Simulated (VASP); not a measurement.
# SiC (Cmc2_1) in VASP: a series of runs, part 2 of 2

VASP 6.6.1. Earlier steps stand in the parts before.

## Step 4: Electrostatic potential, LDA

This run uses another cell than the first one, of 10.29 Å³/atom, 0.994 times its volume.

File INCAR:

```
SYSTEM = SiC
PREC     = Accurate       ! precision mode
ENCUT    = 520            ! plane-wave cutoff, eV
EDIFF    = 1E-6           ! SCF threshold, eV
ISMEAR   = 0              ! smearing method
SIGMA    = 0.02           ! smearing width, eV
LREAL    = .False.        ! projectors in reciprocal space
LASPH    = .True.         ! aspherical terms in the spheres
NELM     = 60             ! most SCF steps
ALGO     = Normal         ! electronic algorithm
ISIF     = 2              ! what is computed and relaxed
LWAVE    = .False.        ! write WAVECAR
LCHARG   = .True.         ! write CHGCAR
GGA      = CA             ! functional
LVHAR    = .True.       
KPAR     = 2
```

File KPOINTS:

```
Automatic mesh
0
Gamma
  8 5 5
  0 0 0
```

File POSCAR:

```
SiC                                     
1.0
    3.1022835425      0.0000000000      0.0000000000
    0.0000000000      5.0256993388      0.0000000000
    0.0000000000      0.0000000000      5.2775081749
  Si              C             
     4     4
Direct
     1.0000000000000000    0.9991533307235879    0.3327765755661719
     0.5000000000000000    0.9991533307235879    0.8327765755661718
     0.5000000000000000    0.4991533307235878    0.1672234244338280
     1.0000000000000000    0.4991533307235878    0.6672234244338282
     0.0000000000000000    0.6228466692764120    0.3321617702789724
     0.5000000000000000    0.6228466692764120    0.8321617702789725
     0.5000000000000000    0.1228466692764120    0.1678382297210276
     0.0000000000000000    0.1228466692764120    0.6678382297210275
```

Potentials or basis: VASP PAW LDA potentials, release 64 (Si, C).

On the command line:

```
$ cat potpaw_LDA.64/Si/POTCAR potpaw_LDA.64/C/POTCAR > POTCAR
$ mpirun -np 2 vasp_std > vasp.out
```

OUTCAR:

```text
SYSTEM = SiC
   PREC = Accurate
   ENCUT = 520
   EDIFF = 1E-6
   ISMEAR = 0
   LREAL = .False.
   LASPH = .True.
   NELM = 60
   ISIF = 2
   GGA = CA

 ion  position               nearest neighbor table
   1  0.000  0.999  0.333-   8 1.87   7 1.88   7 1.88   5 1.89   2 3.06   2 3.06   2 3.06   2 3.06
                             4 3.07   4 3.07   3 3.08   3 3.08   3 3.08   3 3.08
   2  0.500  0.999  0.833-   7 1.87   8 1.88   8 1.88   6 1.89   1 3.06   1 3.06   1 3.06   1 3.06
                             3 3.07   3 3.07   4 3.08   4 3.08   4 3.08   4 3.08
   3  0.500  0.499  0.167-   6 1.87   5 1.88   5 1.88   7 1.89   4 3.06   4 3.06   4 3.06   4 3.06
                             2 3.07   2 3.07   1 3.08   1 3.08   1 3.08   1 3.08
   4  0.000  0.499  0.667-   5 1.87   6 1.88   6 1.88   8 1.89   3 3.06   3 3.06   3 3.06   3 3.06
                             1 3.07   1 3.07   2 3.08   2 3.08   2 3.08   2 3.08
   5  0.000  0.623  0.332-   4 1.87   3 1.88   3 1.88   1 1.89
   6  0.500  0.623  0.832-   3 1.87   4 1.88   4 1.88   2 1.89
   7  0.500  0.123  0.168-   2 1.87   1 1.88   1 1.88   3 1.89
   8  0.000  0.123  0.668-   1 1.87   2 1.88   2 1.88   4 1.89

  LATTYP: Found a simple orthorhombic cell.
[... 225 lines left out ...]
      1      -7.2481      2.00000
      2      -3.7956      2.00000
      3      -3.5807      2.00000
      4      -2.3611      2.00000
      5      -0.4592      2.00000
      6       0.6241      2.00000
[... 565 lines left out ...]
     20      14.5479      0.00000
     21      14.7875      0.00000

 [... further k-points ...]

------------------------ aborting loop because EDIFF is reached ----------------------------------------

  FORCE on cell =-STRESS in cart. coord.  units (eV):
  Direction    XX          YY          ZZ          XY          YZ          ZX
  --------------------------------------------------------------------------------------
  -------------------------------------------------------------------------------------
  Total       -3.5527479     -0.7029737      0.0969669      0.0000000      0.0000000      0.0000000
  in kB      -69.1780107    -13.6880878      1.8881092      0.0000000      0.0000000      0.0000000
  external PRESSURE =     -26.9926631 kB  Pullay stress =       0.0000000 kB

 VOLUME and BASIS-vectors are now :
 -----------------------------------------------------------------------------
  energy-cutoff  :      520.00
  volume of cell :       82.28
      direct lattice vectors                 reciprocal lattice vectors
     3.102283542  0.000000000  0.000000000     0.322343199  0.000000000  0.000000000
     0.000000000  5.025699339  0.000000000     0.000000000  0.198977283  0.000000000
     0.000000000  0.000000000  5.277508175     0.000000000  0.000000000  0.189483364

 POSITION                                       TOTAL-FORCE (eV/Angst)
 -----------------------------------------------------------------------------------
      0.00000      5.02144      1.75623         0.000000     -0.005282      0.014190
      1.55114      5.02144      4.39499         0.000000     -0.005282      0.014190
      1.55114      2.50859      0.88252         0.000000     -0.005282     -0.014190
      0.00000      2.50859      3.52128         0.000000     -0.005282     -0.014190
      0.00000      3.13024      1.75299         0.000000      0.005282     -0.006199
      1.55114      3.13024      4.39174        -0.000000      0.005282     -0.006199
      1.55114      0.61739      0.88577         0.000000      0.005282      0.006199
      0.00000      0.61739      3.52452         0.000000      0.005282      0.006199
 -----------------------------------------------------------------------------------
    total drift:                                0.000000      0.000678      0.000001

  FREE ENERGIE OF THE ION-ELECTRON SYSTEM (eV)
  ---------------------------------------------------
  free  energy   TOTEN  =       -66.5253528655 eV

  energy  without entropy=      -66.5253528655  energy(sigma->0) =      -66.52535287
```

stdout:

```text
POSCAR found type information on POSCAR SiC
 POSCAR found :  2 types and       8 ions
 scaLAPACK will be used
 LDA part: xc-table for (Slater(with rela. corr.)+CA(PZ))
 , standard interpolation
 POSCAR, INCAR and KPOINTS ok, starting setup
 FFT: planning ... GRIDC
 FFT: planning ... GRID_SOFT
 FFT: planning ... GRID
 WAVECAR not read
 entering main loop
```

It took 32 s on 2 MPI ranks of AMD EPYC 7R13 (Zen 3), shared host; peak memory 0.16 GiB.

Results:

| Quantity | Value |
| --- | --- |
| Free energy | -66.5254 eV |
| Pressure | -2.7 GPa |
| Largest force | 0.015 eV/Å |
| Band gap on the k mesh | 2.17 eV |

Forces on the atoms (eV/Å):
```
Si   0.000 -0.005  0.014
Si   0.000 -0.005  0.014
Si   0.000 -0.005 -0.014
Si   0.000 -0.005 -0.014
C    0.000  0.005 -0.006
C    0.000  0.005 -0.006
C    0.000  0.005  0.006
C    0.000  0.005  0.006
```

Stress tensor (GPa, compression positive):
```
-6.92  0.00  0.00
 0.00 -1.37  0.00
 0.00  0.00  0.19
```

Caveat: an odd mesh through Γ misses points on the zone boundary, where band edges often lie.

## Step 5: Overview

```csv
task,level,potentials or basis,cell,cutoff (eV),gap on the mesh (eV),pressure (GPa),largest force (eV/Å)
electrostatic potential,PBE,"VASP PAW PBE potentials, release 64 (Si, C)","Cmc2_1, 10.35 Å³/atom",520,2.42,3.2,-
relaxation of cell and atoms,LDA,"VASP PAW LDA potentials, release 64 (Si, C)",relaxed,600,2.17,-2.9,0.02
electrostatic potential,LDA,"VASP PAW LDA potentials, release 64 (Si, C)","Cmc2_1, 10.29 Å³/atom",520,2.17,-2.7,0.02
```

Alike in all rows: no spin polarisation; k mesh 8 × 5 × 5; smearing gaussian 0.02 eV.

Caveats: an odd mesh through Γ misses points on the zone boundary, where band edges often lie.

Total energies depend on the potentials used, so only differences within one code and one set of settings carry meaning.
